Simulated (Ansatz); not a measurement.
# CdF2: the gap under pressure

CdF2, Fm-3m, a = 5.481 Å. Ansatz: PBE, PAW, 420 eV, Γ-centred 8×8×8 mesh on 3 atoms, Gaussian smearing 0.02 eV; no spin polarisation. Cell and atoms are relaxed at each pressure, and no other structure is tried, so the rows at high pressure may lie past a change of phase. The gap is sought over the whole zone. The pressures are the targets, met within 0.05 GPa.

```tsv
P (GPa)	gap y (eV)
-3.0	2.794
0.0	2.915
3.0	3.022
8.0	3.175
15.0	3.352
30.0	?
60.0	4.051
```

Q: Fit y = E0 + αP + βP² to the other rows and predict the missing gap.

A: Least squares on the rows shown. y = 2.9109 + 0.033926 P − 0.00024891 P². So α = 33.9 meV/GPa at zero pressure. With a term in P³ added, the coefficient of P becomes 0.03768, 11 % more, which shows how far this figure hangs on the form. At P = 30.0 the fit asked for gives 3.705 eV. The run gave 3.642 eV, so the fit is 0.063 eV too high, 5 % of the span of the series, against an rms of 0.009 eV on the fitted rows. With a term in P³ added, a fit to the same known rows predicts 3.610 eV, a smaller miss on the other side.

Semilocal functionals give gaps under the measured ones; changes of the gap mostly carry over better.